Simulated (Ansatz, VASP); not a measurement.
## Two plane-wave programs on TiCo

INCAR

```
PREC = Accurate ; ENCUT = 520
EDIFF = 1E-7 ; ISMEAR = -1
SIGMA = 0.05 ; LREAL = F
LASPH = T ; NELM = 150
ALGO = Normal ; ISIF = 2
LWAVE = F ; LCHARG = F
ISPIN = 2 ; MAGMOM = 2 1
LORBIT = 11 ; LMAXMIX = 4
GGA = PE ; NBANDS = 22
```

Contents of KPOINTS:

```
regular mesh
0
Gamma
  9 9 9
```

Contents of POSCAR:

```
TiCo
1.0
    2.9251528449      0.0000000000      0.0000000000
    0.0000000000      2.9251528449      0.0000000000
    0.0000000000      0.0000000000      2.9251528449
Co Ti
1 1
Direct
    0.5000000000      0.5000000000      0.5000000000
    0.0000000000      0.0000000000      0.0000000000
```

Contents of input.yaml:

```yaml
crystal:
  lattice:
    - [2.9251528449, 0.0, 0.0]
    - [0.0, 2.9251528449, 0.0]
    - [0.0, 0.0, 2.9251528449]
  atoms:
    - { symbol: Co, position: [0.5, 0.5, 0.5], spin: 2.0 }
    - { symbol: Ti, position: [0.0, 0.0, 0.0], spin: 1.0 }
hamiltonian:
  xc: pbe
  pseudopotentials: { kind: paw }
magnetization:
  spin_polarized: true
kpoints:
  mp_grid: { grid: [9, 9, 9] }
scf:
  occupations: { method: fermi_dirac, width: 0.05 }
output:
  forces: true
  stress: true
  eigenvalues: true
```

Change from the starting cell: volume scaled by 0.94.

Alike in both runs: task single point; functional PBE; k mesh 9 × 9 × 9; occupations fermi-dirac, width 0.05 eV; collinear spin, ferromagnetic start.

|  | VASP | Ansatz |
| --- | --- | --- |
| version | VASP 6.6.1 | Ansatz 0.2.0 |
| potentials or method | VASP PAW PBE potentials, release 64 (Co, Ti_sv) | Ansatz PAW |
| plane-wave cutoff (eV) | 520 | 420 |
| valence electrons in the cell | 21 | 29 |

Ansatz gave:

| Item | Value |
| --- | --- |
| gap on the k mesh at the Fermi level (eV) | none |
| pressure (GPa) | 10.8 |
| net moment per atom (μB) | 0.35 |
| size of the moment on the site where the two differ most (μB) | 0.76 |

Problem. Estimate VASP's values.

Solution. gap on the k mesh at the Fermi level (eV): none; pressure (GPa): 10.0; net moment per atom (μB): 0.33; size of the moment on the site where the two differ most (μB): 0.71.

Site moments also hang on the region over which each program counts them. A gap of «none» marks a metal or a gap that the smearing closes. The two sets of potentials don't hold the same shells in valence.
